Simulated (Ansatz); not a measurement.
ZrO2: do energies and stresses tell the same story?

All numbers below come from DFT PBE, scalar-relativistic, plane waves, PAW in Ansatz 0.2.0.

Plane waves to 420 eV, a k mesh through Γ of 8×8×8 on the computed 3-atom cell and Gaussian smearing (0.02 eV); no spin polarisation.

Relaxed cell: Fm-3m, a = 5.116 Å, b = 5.116 Å, c = 5.116 Å, α = 90.00°, β = 90.00°, γ = 90.00°, 3 atoms in the primitive cell. This fluorite-type form isn't the usual stable structure of the compound.

Energies at zero smearing and pressures from the stress tensor, at volumes with shape and atoms relaxed:
```csv
V (Å³/atom),E − E(first) (meV/atom),P (GPa)
9.818,0.00,39.52
10.153,-69.34,27.19
10.488,-114.89,16.67
10.823,-140.07,7.69
11.157,-147.97,0.01
11.492,-140.85,-6.56
11.827,-121.25,-12.17
12.273,-78.32,-18.40
```

**Question.** Check P = −dE/dV between neighbouring volumes, and get the bulk modulus from the pressures alone.

**Answer.** With 1 eV/Å³ = 160.2 GPa:
```json
{"middle V (Å³/atom)": "9.986", "−ΔE/ΔV (GPa)": "33.189", "mean P (GPa)": "33.355"}
{"middle V (Å³/atom)": "10.320", "−ΔE/ΔV (GPa)": "21.803", "mean P (GPa)": "21.932"}
{"middle V (Å³/atom)": "10.655", "−ΔE/ΔV (GPa)": "12.056", "mean P (GPa)": "12.180"}
{"middle V (Å³/atom)": "10.990", "−ΔE/ΔV (GPa)": "3.779", "mean P (GPa)": "3.847"}
{"middle V (Å³/atom)": "11.325", "−ΔE/ΔV (GPa)": "-3.408", "mean P (GPa)": "-3.276"}
{"middle V (Å³/atom)": "11.659", "−ΔE/ΔV (GPa)": "-9.382", "mean P (GPa)": "-9.365"}
{"middle V (Å³/atom)": "12.050", "−ΔE/ΔV (GPa)": "-15.411", "mean P (GPa)": "-15.286"}
```

The two differ by 0.17 GPa at most. The mean of two end pressures misses the average over a step by about ΔV² P″/12, up to 0.16 GPa here; with that taken off 0.06 GPa remains, from the finite cutoff, the mesh or the relaxation's tolerance. Around V = 11.157 Å³/atom, the two neighbours give B = −V ΔP/ΔV = 11.157 × 14.25 / 0.669 = 237.4 GPa, against B0 = 236.2 GPa from the Birch–Murnaghan fit of the energies.